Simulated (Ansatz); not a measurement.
**The Os atom under LDA: a free atom in a box**

A free osmium atom, as needed for binding energies. It is solved at Γ with spin polarisation and no symmetry, from 2 unpaired electrons. The moment is free to change.

Method: DFT LDA (PW92), plane waves (420 eV) with PAW, scalar-relativistic; PBE-made PAW files, in Ansatz 0.2.0.

### 1 Starting point

Periodic box: 14.0 × 14.4 × 14.8 Å.

As a file:

```
Os
1.0
    14.00000    0.00000    0.00000
     0.00000   14.40000    0.00000
     0.00000    0.00000   14.80000
Os
1
Direct
  0.50000 0.50000 0.50000
```

### 2 From a moment of 2 μB

input.yaml reads:

```yaml
crystal:
  lattice:
    - [14.0, 0.0, 0.0]
    - [0.0, 14.4, 0.0]
    - [0.0, 0.0, 14.8]
  atoms:
    - { symbol: Os, position: [0.5, 0.5, 0.5], spin: 2.0 }
  symmetry: { detect: false, time_reversal: true }
hamiltonian:
  xc: lda
  pseudopotentials:
    kind: paw
    azcp:
      Os: "pseudopotentials/Os.paw.azcp"
basis:
  ecutwfc: 420
  fft_grid_basis: typed
kpoints:
  mp_grid: { grid: [1, 1, 1], shift: [0, 0, 0] }
magnetization:
  spin_polarized: true
scf:
  occupations: { method: fermi_dirac, width: 0.01 }
```

Run with:

```bash
> ansatz run input.yaml --threads 4 --pin off --max-ram 8192MiB --backend cpu --events-out ev --progress --plain --runs-dir out
```

Standard output:

```text
Warning: <dir> the record states the generating functional pbe (its physics header spells it `PBE`), which answers neither for hamiltonian.xc's functional nor for the lda family's — results may be inconsistent (PPs are generated against a specific XC)
Warning: RAYON_NUM_THREADS=4 ignored (pool sized by the plan → 4); use --threads N
Engine: ansatz 0.2.0, aarch64-unknown-linux-gnu
Pseudopotentials: kind: paw
Pseudopotential: Os, paw, valence charge 16, recommended cutoff 420 eV (normal), <dir>
Functional definition: SPW92
  exchange = slater_x
  correlation = pw_c
Crystal: 1 atoms, lattice volume = 2983.680 Å³
Basis set: ecut = 420 eV, 58327 PW (Γ)
Bands: 13, of which v1, the nominal top of the filled ones, is band 8 counted from 1 (7 counted from 0)
Symmetry: 1 space group operations
k-points: 1
Non-local potential: Os, projectors of the file, l = 0: 3, l = 1: 2, l = 2: 2, l = 3: 1
PAW form: soft (Blöchl's): semilocal exchange-correlation on the pseudo side does not see the compensation charge
PAW frozen core: Os, regenerated for the run's functional, and the local potential with it (the file was generated under x = pbe(κ = 0.804, μ = 0.2195149727645171), c = pbe(β = 0.06672455060314922))
PAW one-centre angular grid: Os, 590 points (default); XC on 64 Gauss nodes
Initial density: superposition of atomic densities (neutral atoms: chi_scale 0, normalization atom)
Starting moments: Σ|m| = 2 μB on 1 of 1 site
Initial wavefunctions: pseudopotential atomic-orbital guess
Functional: x = slater, c = lda
iter 1 solved again at ethr=4.25e-5 eV; its pass at ethr=3.10e-3 eV (dr2=6.80e-3 eV) is discarded
SCF iter   1: F=—  HF=-11108.543262 eV  |F-HF|=—  |Δ(HF+E_count)|=         —  Δρ=6.89e-3 (↑6.49e-3 ↓6.89e-3)  dr2=7.04e-2  dr2_m=1.16e0  M=4.000 μB ∫|m|=4.009 μB  β_m=0.30  ethr=4.25e-5  ⟨swp⟩=3.0  Hψ=223  notcnv=0
Mixer restart at iter 1: flushing history
eigensolver tolerance schedule calibrated: the retry pair's looser diagonalisation under-reported the residual by θ = 0.90 (0.48/decade); ethr = c·dr2/N_el runs at the constant in force after the calibration composes with the one it found (an armed cap, an earlier calibration), c = 4.3e-3
preconditioner: auto → Resta (q_TF=auto, 1.141 Å⁻¹)  ε∞=1.3  [insulator: Δε(μ)=0.653 eV  Ē_g=3.841 eV  σ=0.010 eV  W_gap=0.51  n_scr=80 (ndim 8)  ℏωp=1.9 eV  f_vac=0.938  D(μ)=60.68/eV (n_scr^D=360)  ε∞_Penn≈1.3  vacuum switching on, ρ_ref=1.1e-3 e/Å³]
spin=Collinear: Resta preconditioning applied to the charge; magnetization (m = ρ↑ − ρ↓) channel mixes plain (no charge-response kernel on spin).
SCF iter   2: F=—  HF=-11108.374089 eV  |F-HF|=—  |Δ(HF+E_count)|=   1.69e-1  Δρ=5.27e-3 (↑4.54e-3 ↓5.27e-3)  dr2=6.10e-2  dr2_m=6.07e-1  M=4.000 μB ∫|m|=4.011 μB  β_m=0.65  ethr=1.87e-5  ⟨swp⟩=3.5  Hψ=59  notcnv=0
preconditioner: auto → none  [metal: Δε(μ)=0.001 eV  Ē_g=3.865 eV  σ=0.010 eV  W_gap=0.02  n_scr=80 (ndim 8)  ℏωp=1.9 eV  f_vac=0.938  D(μ)=50.01/eV (n_scr^D=252)]
SCF iter   3: F=—  HF=-11108.195966 eV  |F-HF|=—  |Δ(HF+E_count)|=   1.78e-1  Δρ=1.52e-3 (↑3.57e-4 ↓1.52e-3)  dr2=2.42e-2  dr2_m=1.33e-2  M=4.000 μB ∫|m|=4.027 μB  β_m=0.57  ethr=1.62e-5  ⟨swp⟩=4.5  Hψ=78  notcnv=0
SCF iter   4: F=—  HF=-11108.193673 eV  |F-HF|=—  |Δ(HF+E_count)|=   2.29e-3  Δρ=8.57e-4 (↑9.02e-5 ↓8.57e-4)  dr2=6.04e-3  dr2_m=4.26e-3  M=4.000 μB ∫|m|=4.028 μB  β_m=0.58  ethr=6.44e-6  ⟨swp⟩=3.0  Hψ=67  notcnv=0
SCF iter   5: F=—  HF=-11108.193183 eV  |F-HF|=—  |Δ(HF+E_count)|=   4.89e-4  Δρ=5.38e-4 (↑5.10e-5 ↓5.38e-4)  dr2=2.32e-3  dr2_m=1.78e-3  M=4.000 μB ∫|m|=4.028 μB  β_m=0.79  ethr=1.61e-6  ⟨swp⟩=2.0  Hψ=42  notcnv=0
SCF iter   6: F=—  HF=-11108.193153 eV  |F-HF|=—  |Δ(HF+E_count)|=   2.99e-5  Δρ=1.70e-4 (↑1.02e-5 ↓1.70e-4)  dr2=2.43e-4  dr2_m=2.09e-4  M=4.000 μB ∫|m|=4.028 μB  β_m=0.89  ethr=6.18e-7  ⟨swp⟩=2.0  Hψ=52  notcnv=0
SCF iter   7: F=—  HF=-11108.193196 eV  |F-HF|=—  |Δ(HF+E_count)|=   4.25e-5  Δρ=1.03e-4 (↑7.41e-6 ↓1.03e-4)  dr2=9.56e-5  dr2_m=7.88e-5  M=4.000 μB ∫|m|=4.028 μB  β_m=0.95  ethr=6.45e-8  ⟨swp⟩=2.0  Hψ=43  notcnv=0
SCF iter   8: F=—  HF=-11108.193252 eV  |F-HF|=—  |Δ(HF+E_count)|=   5.58e-5  Δρ=6.22e-5 (↑2.58e-6 ↓6.22e-5)  dr2=3.46e-5  dr2_m=2.65e-5  M=4.000 μB ∫|m|=4.028 μB  β_m=0.97  ethr=2.54e-8  ⟨swp⟩=2.5  Hψ=47  notcnv=0
SCF iter   9: F=—  HF=-11108.193264 eV  |F-HF|=—  |Δ(HF+E_count)|=   1.23e-5  Δρ=1.37e-5 (↑2.14e-6 ↓1.37e-5)  dr2=3.19e-6  dr2_m=1.30e-6  M=4.000 μB ∫|m|=4.028 μB  β_m=0.93  ethr=9.19e-9  ⟨swp⟩=3.0  Hψ=56  notcnv=0
SCF iter  10: F=—  HF=-11108.193265 eV  |F-HF|=—  |Δ(HF+E_count)|=   8.40e-7  Δρ=5.09e-6 (↑1.26e-6 ↓5.09e-6)  dr2=7.67e-7  dr2_m=1.83e-7  M=4.000 μB ∫|m|=4.028 μB  β_m=0.82  ethr=8.47e-10  ⟨swp⟩=3.0  Hψ=49  notcnv=0
SCF iter  11: F=—  HF=-11108.193265 eV  |F-HF|=—  |Δ(HF+E_count)|=   6.48e-8  Δρ=2.26e-6 (↑5.20e-7 ↓2.26e-6)  dr2=1.26e-7  dr2_m=3.88e-8  M=4.000 μB ∫|m|=4.028 μB  β_m=0.74  ethr=2.04e-10  ⟨swp⟩=3.0  Hψ=52  notcnv=0
SCF iter  12: F=—  HF=-11108.193265 eV  |F-HF|=—  |Δ(HF+E_count)|=   1.92e-8  Δρ=1.02e-6 (↑2.71e-7 ↓1.02e-6)  dr2=1.76e-8  dr2_m=8.80e-9  M=4.000 μB ∫|m|=4.028 μB  β_m=0.86  ethr=3.35e-11  ⟨swp⟩=3.0  Hψ=51  notcnv=0
SCF iter  13: F=—  HF=-11108.193265 eV  |F-HF|=—  |Δ(HF+E_count)|=   9.47e-9  Δρ=6.45e-7 (↑1.46e-7 ↓6.45e-7)  dr2=8.72e-9  dr2_m=2.95e-9  M=4.000 μB ∫|m|=4.028 μB  β_m=0.77  ethr=4.69e-12  ⟨swp⟩=3.0  Hψ=52  notcnv=0
iter 14 did not close the SCF: its close was put off for the exchange–correlation potential of the local minority spin (scf_convergence_deferred on its scf_iter line)
SCF iter  14: F=-11108.193265 eV  HF=-11108.193265 eV  |F-HF|=2.98e-9  |Δ(HF+E_count)|=   4.23e-9  Δρ=8.00e-7 (↑2.47e-8 ↓8.00e-7)  dr2=8.96e-9  dr2_m=4.39e-9  M=4.000 μB ∫|m|=4.028 μB  β_m=0.80  ethr=2.32e-12  ⟨swp⟩=1.0  Hψ=87  notcnv=0
SCF iter  15: F=-11108.193265 eV  HF=-11108.193265 eV  |F-HF|=1.64e-9  |Δ(HF+E_count)|=   6.00e-8  Δρ=5.80e-7 (↑1.91e-8 ↓5.80e-7)  dr2=4.93e-9  dr2_m=2.31e-9  M=4.000 μB ∫|m|=4.028 μB  ethr=2.32e-12  ⟨swp⟩=1.0  Hψ=77  notcnv=0
SCF 1 converged in 15 iterations: F = -11108.193265 eV  dr2 = 4.93e-9
iteration 15: the least curvature of the free energy that was read at this close is 0.001 (0.114 in the run's own bands): near zero (its residual is 0.007), and the free energy falls along no way that was tried (none was if the reading's last walks met no value under 0.05)
smearing (spin ↓): bands 5 to 6 share 1.000 electrons (bands counted from 0; each is filled to between 0.5000 and 0.5000 of a full level; at each k-point the levels lie within 3.9e-6 eV, against a smearing width of 0.0100 eV). The entropy term TS of this state is 0.0139 eV
SCF converged after 15 iterations
Magnetization: 4.0000 μB (10.0000 up, 6.0000 down)
Absolute magnetization: 4.0284 μB (∫|ρ↑−ρ↓|, with the PAW one-centre terms)
Spin contamination: 0.0080 ħ² per cell (⟨S²⟩ above its minimum at these occupations)
Per-site moments (μB) at R_I (Å): [(4.000014841922507, 5.775)]
Free energy (F): -11108.193265 eV
Harris-Foulkes:  -11108.193265 eV  (|F-HF|=1.64e-9)
Internal energy: -11108.179402 eV  (E = F + TS)
E sigma→0 (E₀):  -11108.186333 eV
Entropy (-TS):   -0.013863 eV (-13.863 meV/atom)
Fermi energy:    -5.119546 eV
--- Per-component energies (eV) ---
  E_band       = -539.360091
  E_kinetic    = 553.158558
  E_local      = -3993.765108  (includes V_loc(G=0)·N_el)
  E_nonlocal   = 8.192599
  E_hartree    = 1690.112342
  E_xc         = -255.620659
  E_vxc        = -271.788284  (∫ρ·V_xc dr)
  E_paw        = -8747.646146  (= ΣΔE_a)
  E_vpaw       = -215.382147  (= ΣTr[D̂ρ^β])
  E_aug_tail   = -0.000079  (compensation charges beyond the density's cutoff)
  E_ewald      = -362.973644
  E_core_change = 0.362734  (= ΣΔE_core)
  E_smearing   = -0.013863  (= −TS)
  E_closure    = 0.000000  (closes the sum)
  Σ components = -11108.193265   (vs F -11108.193265, Δ=0.00e0)
--- Band table (eV) ---
  k-point 0 ↑: bands = ["-92.1285", "-51.5953", "-51.5953", "-51.5953", "-7.2795", "-7.2795", "-7.2795", "-6.9823", "-6.9823", "-6.7067", "-1.4307", "-1.4303", "-1.4297"]
  k-point 0 ↓: bands = ["-90.5133", "-49.5928", "-49.5928", "-49.5928", "-5.5249", "-5.1195", "-5.1195", "-4.9528", "-4.9528", "-4.9528", "-1.0012", "-1.0002", "-0.9990"]
```

Run time: 20 s. Hardware: 4 threads of Arm Neoverse V1, shared host; peak memory 1.4 GiB.

### 3 Results

| quantity | value |
| --- | --- |
| start 2: end moment | 4.00 μB |
| gap between levels | none (levels filled in part) |
| above hcp | 10.31 eV/atom |

The moment moves from 2 to 4.00 μB. Against hcp, computed apart with the same settings, the atom stands 10.31 eV higher. If this is the atom's lowest state, that is the cohesive energy, without zero-point motion or spin-orbit coupling.
